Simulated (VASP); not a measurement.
Here is a VASP 6.6.1 calculation.

File INCAR:

```
SYSTEM = PbSe
  PREC = Accurate
  ENCUT = 520
  EDIFF = 1E-6
  ISMEAR = -1
  SIGMA = 0.1
  LREAL = .False.
  LASPH = .True.
  NELM = 100
  ALGO = Normal
  ISIF = 2
  LWAVE = .False.
  LCHARG = .False.
  GGA = PS
  NBANDS = 17
```

The input KPOINTS:

```
Automatic mesh
0
Gamma
  10 10 10
  0 0 0
```

Contents of POSCAR:

```
PbSe
1.0
    0.0000000000      3.0606500000      3.0606500000
    3.0606500000      0.0000000000      3.0606500000
    3.0606500000      3.0606500000      0.0000000000
Pb Se
1 1
Direct
    0.0000000000      0.0000000000      0.0000000000
    0.5000000000      0.5000000000      0.5000000000
```

Potentials or basis: VASP PAW PBE potentials, release 64 (Pb_d, Se).

Run with:

```sh
$ cat potpaw_PBE.64/Pb_d/POTCAR potpaw_PBE.64/Se/POTCAR > POTCAR
$ mpirun -np 1 vasp_std > vasp.out
```

Problem. Estimate the pressure.

Solution. -0.5 GPa.

Problem. Estimate the band gap on the k mesh.

Solution. 0.20 eV, direct.

Caveat: the PAW data sets were made with another functional, which shifts forces and pressure a little; spin-orbit coupling is left out, which moves the levels of the heavy elements.

**Experimental background.**

A printed reference work, monograph reports, for a bulk crystal of PbSe at 4.2 K: band gap 0.15 eV (direct).

A measured gap of PbSe is 0.15 eV (direct; 4.2 K; a printed reference work, monograph); the calculated 0.20 eV misses it by +0.05 eV. 2 values of this kind are on record (0.15 to 0.28 eV); this one was drawn at random. Spin-orbit coupling on Pb, Se is left out. The value is that of PBEsol on a finite k mesh, which can miss the band edges, without temperature or zero-point motion.
